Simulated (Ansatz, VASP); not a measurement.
# One calculation of TiAl, two programs

INCAR

```
ALGO = Normal ; EDIFF = 1E-6
ENCUT = 520 ; GGA = PE
ISIF = 2 ; ISMEAR = 0
LASPH = T ; LCHARG = T
LELF = T ; LREAL = F
LVHAR = T ; LWAVE = F
NBANDS = 14 ; NELM = 80
PREC = Accurate ; SIGMA = 0.15
```

File KPOINTS:

```
k-points
0
Gamma
  16 16 16
```

Contents of POSCAR:

```
TiAl
1.0
    3.1790640000      0.0000000000      0.0000000000
    0.0000000000      3.1790640000      0.0000000000
    0.0000000000      0.0000000000      3.1790640000
Ti Al
1 1
Direct
    0.0000000000      0.0000000000      0.0000000000
    0.5000000000      0.5000000000      0.5000000000
```

Input for Ansatz:

```yaml
crystal:
  lattice:
    - [3.179064, 0.0, 0.0]
    - [0.0, 3.179064, 0.0]
    - [0.0, 0.0, 3.179064]
  atoms:
    - { symbol: Ti, position: [0.0, 0.0, 0.0] }
    - { symbol: Al, position: [0.5, 0.5, 0.5] }
basis:
  ecutwfc: 420
kpoints:
  mp_grid: { grid: [16, 16, 16] }
hamiltonian:
  xc: pbe
scf:
  occupations: { method: gaussian, width: 0.15 }
output:
  forces: true
  stress: true
  eigenvalues: true
```

The cell comes from a database or a generator and needn't be the stable form of this composition.

Alike in both runs: task single point; functional PBE; k mesh 16 × 16 × 16; occupations gaussian, width 0.15 eV; no spin polarisation.

```csv
,VASP,Ansatz
version,VASP 6.6.1,Ansatz 0.2.0
potentials or method,"VASP PAW PBE potentials, release 64 (Ti_sv, Al)","scalar-relativistic, plane waves, PAW"
plane-wave cutoff (eV),520,420
valence electrons in the cell,15,15
```

```csv
,VASP,Ansatz,Ansatz less VASP
gap on the k mesh at the Fermi level (eV),none,none,-
pressure (GPa),0.8,0.8,+0.06
```

A gap of «none» marks a metal or a gap that the smearing closes.
